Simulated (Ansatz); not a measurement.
A calculation with Ansatz 0.2.0 of P (ASE script, Cartesian positions):

Contents of run.py:

```python
import json

import ase.io
import numpy as np

import ansatz as az

atoms = ase.io.read("P.xyz")
atoms.set_initial_magnetic_moments([0.5, -0.5])

calculation = (
    az.Crystal.from_ase(atoms)
    .calculation()
    .kpoints(9, 9, 9)
    .functional("rpbe")
    .pseudopotentials(kind="paw", partial_waves="polarizable")
    .spin("collinear")
    .occupations(method="methfessel_paxton", width=0.1)
    .relax(force_tolerance=0.01, max_steps=40, cell=True, stress_tolerance=0.05)
    .forces()
    .stress()
)
outcome = calculation.run(threads=2, events_out="events.jsonl")

report = outcome.report
for line in open("events.jsonl"):
    event = json.loads(line)
    if event["event"] == "scf_iter":
        d = event["data"]
        print(f"SCF {d['iter']:3d}  HF = {d['harris_foulkes_ev']:.6f} eV  dr2 = {d['dr2_ev']:.2e} eV")
    elif event["event"] in ("relax_step", "md_step"):
        d = event["data"]
        print(f"{event['event']} {d['step']:3d}  E = {d['lagrangian_ev']:.6f} eV")
np.set_printoptions(precision=5, suppress=True, linewidth=110)
print("converged:", report["converged"], "after", report["n_iterations"], "iterations")
print(f"free energy {report['free_energy_ev']:.6f} eV, Fermi level {report['fermi_energy_ev']:.4f} eV")
for key in ("band_edges_ev", "magnetization_mub", "site_moments_mub", "site_moments_nc_mub", "forces_ev_ang",
                "stress_gpa"):
    if report.get(key) is not None:
        print(key, np.array(report[key]), sep="\n")
```

Contents of P.xyz:

```xyz
2
Lattice="1.7257251780 0.9963478961 3.1296800121 -1.7257251780 0.9963478961 3.1296800121 0.0000000000 -1.9926957921 3.1296800121" Properties=species:S:1:pos:R:3 pbc="T T T"
P      0.0000000000      0.0000000001      7.2569744776
P      0.0000000000      0.0000000000      2.1320655587
```

Potentials or basis: Ansatz PAW polarizable.

The run is started by

```sh
$ python run.py
```

This isn't the form of P at room conditions, which is orthorhombic.

Question: Write the same calculation in another form: native input, structure typed inline.

Answer: As run:

File input.yaml:

```yaml
crystal:
  lattice:
    - [1.725725178, 0.9963478961, 3.1296800121]
    - [-1.725725178, 0.9963478961, 3.1296800121]
    - [0.0, -1.9926957921, 3.1296800121]
  atoms:
    - { symbol: P, position: [0.77291975, 0.77291975, 0.77291975], spin: 0.5 }
    - { symbol: P, position: [0.22708025, 0.22708025, 0.22708025], spin: -0.5 }
hamiltonian:
  xc: rpbe
  pseudopotentials: { kind: paw, partial_waves: polarizable }
magnetization:
  spin_polarized: true
kpoints:
  mp_grid: { grid: [9, 9, 9] }
scf:
  occupations: { method: methfessel_paxton, width: 0.1 }
output:
  forces: true
  stress: true
relax:
  f_tol: 0.01
  max_steps: 40
  cell: { stress_tol: 0.05 }
```

Potentials or basis: Ansatz PAW polarizable.

Launch:

```console
$ ansatz run input.yaml --threads 2 --pin off --max-ram 5120MiB --backend cpu --events-out ev --progress --plain --runs-dir out
```

Both were run:

|  | ASE script, Cartesian positions | native input, structure typed inline |
| --- | --- | --- |
| Relaxed volume | 16.77 Å³/atom | 16.77 Å³/atom |
| Relaxed cell | a = 3.748 Å, b = 3.748 Å, c = 3.748 Å, α = 55.72°, β = 55.72°, γ = 55.72° | a = 3.748 Å, b = 3.748 Å, c = 3.748 Å, α = 55.72°, β = 55.72°, γ = 55.72° |
| Space group after relaxing (to 0.05 Å) | R-3m (No. 166) | R-3m (No. 166) |
| Energy gained by relaxing | 7.4 meV/atom | 7.4 meV/atom |
| Ionic steps | 6 | 6 |
| Pressure after relaxing | 0.0 GPa | 0.0 GPa |
| Net moment | 0.00 μB per cell | 0.00 μB per cell |
| Absolute moment | 0.00 μB per cell | 0.00 μB per cell |

Keys that steer only the numerical path or the files written may differ.

Caveat: the plane-wave basis is chosen anew once the cell has moved, so the energies of steps on either side of that aren't comparable; the PAW data sets come from PBE, with cores solved anew for the run's functional, which leaves a small shift of forces and pressure; the starting moments weren't kept.
